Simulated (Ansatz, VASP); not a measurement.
## CdS: VASP beside Ansatz

Contents of INCAR:

```
SYSTEM = CdS
PREC = Accurate ; ENCUT = 520
EDIFF = 1E-8 ; ISMEAR = -1
SIGMA = 0.02 ; LREAL = .FALSE.
LASPH = .TRUE. ; NELM = 80
ALGO = Normal ; ISIF = 2
LWAVE = .FALSE. ; LCHARG = .FALSE.
GGA = PS ; LEFG = .TRUE.
NBANDS = 16
```

File KPOINTS:

```
regular mesh
0
G
  7 7 7
  0 0 0
```

POSCAR

```
CdS
1.0
    0.0000000000      2.9429534649      2.8546648610
    2.9429534649      0.0000000000      2.8546648610
    2.9429534649      2.9429534649      0.0000000000
Cd S
1 1
Direct
    0.0000000000      0.0000000000      0.0000000000
    0.7500000000      0.7500000000      0.7500000000
```

Input for Ansatz:

```yaml
crystal:
  lattice:
    - [0.0, 2.9429534649, 2.854664861]
    - [2.9429534649, 0.0, 2.854664861]
    - [2.9429534649, 2.9429534649, 0.0]
  atoms:
    - { symbol: Cd, position: [0.0, 0.0, 0.0] }
    - { symbol: S, position: [0.75, 0.75, 0.75] }
kpoints:
  mp_grid: { grid: [7, 7, 7] }
scf:
  occupations: { method: fermi_dirac, width: 0.02 }
hamiltonian:
  xc: pbesol
  pseudopotentials: { kind: paw }
output:
  forces: true
  stress: true
  eigenvalues: true
  efg: { contact_densities: true }
  write_density: true
  write_potential: true
  elf: true
  volumetric_format: npy
```

Change from the starting cell: zz strain of -3 %, PAW files.

Alike in both runs: task electric field gradients; functional PBEsol; k mesh 7 × 7 × 7; occupations fermi-dirac, width 0.02 eV; no spin polarisation.

```csv
,VASP,Ansatz
version,VASP 6.6.1,Ansatz 0.2.0
potentials or method,"VASP PAW PBE potentials, release 64 (Cd, S)","PAW with Ansatz's default frozen-core files, scalar-relativistic"
plane-wave cutoff (eV),520,420
valence electrons in the cell,18,26
```

VASP gave:

* gap on the k mesh at the Fermi level (eV): 0.96
* pressure (GPa): 0.3
* largest component of the traceless stress (GPa): 0.36
* Vzz of the field gradient on the site that differs most (V/Å²): 9.6

**Question.** Estimate Ansatz's values.

**Answer.** gap on the k mesh at the Fermi level (eV): 0.95; pressure (GPa): -0.1; largest component of the traceless stress (GPa): 0.37; Vzz of the field gradient on the site that differs most (V/Å²): 10.0.

With one functional, cell and mesh, what is left measures potentials, basis and numerics. The two sets of potentials don't hold the same shells in valence. Ansatz warned: «gradients_without_spin_orbit».

Caveats: the PAW data sets were made with another functional, which shifts forces and pressure a little (VASP).
